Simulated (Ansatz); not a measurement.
## A strain series on BaS (rocksalt): epitaxial in the plane normal to [111]

BaS (rocksalt), relaxed with r2SCAN in Ansatz, then strained (epitaxial in the plane normal to [111]; changes of length per length, axes as in the cell below) with the atoms relaxed again within the symmetry that is left. The symmetry is Fm-3m (No. 225, cubic); a = 6.424 Å in the conventional setting, 33.13 Å³ an atom. Ba has 6 S at 3.21 Å; S has 6 Ba at 3.21 Å. No spin polarisation and no zero-point or thermal motion.

```xyz
2
Lattice="0.0000 3.2118 3.2118 3.2118 0.0000 3.2118 3.2118 3.2118 0.0000" Properties=species:S:1:pos:R:3 pbc="T T T"
Ba    0.0000    0.0000    0.0000
S     3.2118    3.2118    3.2118
```

Gaps are the least over each mesh (PBE 8×8×8, r2SCAN 8×8×8, HSE06 6×6×6 when unstrained) and the special points, which keep their unstrained names; stress is the change from the unstrained cell, compression positive.

```tsv
strain (%)	free normal strain (%)	gap, PBE (eV)	gap, r2SCAN (eV)	gap, HSE06 (eV)	edges, HSE06	in-plane stress, r2SCAN (GPa)	energy rise, r2SCAN (meV/atom)
-2.0	+1.83	2.159	2.505	3.064	Γ → X	+1.50	6.4
0.0	0.00	2.230	2.578	3.138	Γ → X	0.00	0.0
+1.22	-1.02	2.213	2.559	3.118	Γ → X	-0.93	2.1
```

Question: Estimate the row for a strain of -0.5 %.

Answer:
```tsv
strain (%)	free normal strain (%)	gap, PBE (eV)	gap, r2SCAN (eV)	gap, HSE06 (eV)	edges, HSE06	in-plane stress, r2SCAN (GPa)	energy rise, r2SCAN (meV/atom)
-0.5	+0.45	2.215	2.562	3.121	Γ → X	+0.37	0.4
```

Between zero and the nearest strains the slope of the HSE06 gap against strain is +0.032 eV per percent for negative and -0.016 for positive strain; it falls either way, as happens when edge states split or other valleys take over.

The runs are scalar-relativistic, without spin-orbit coupling.
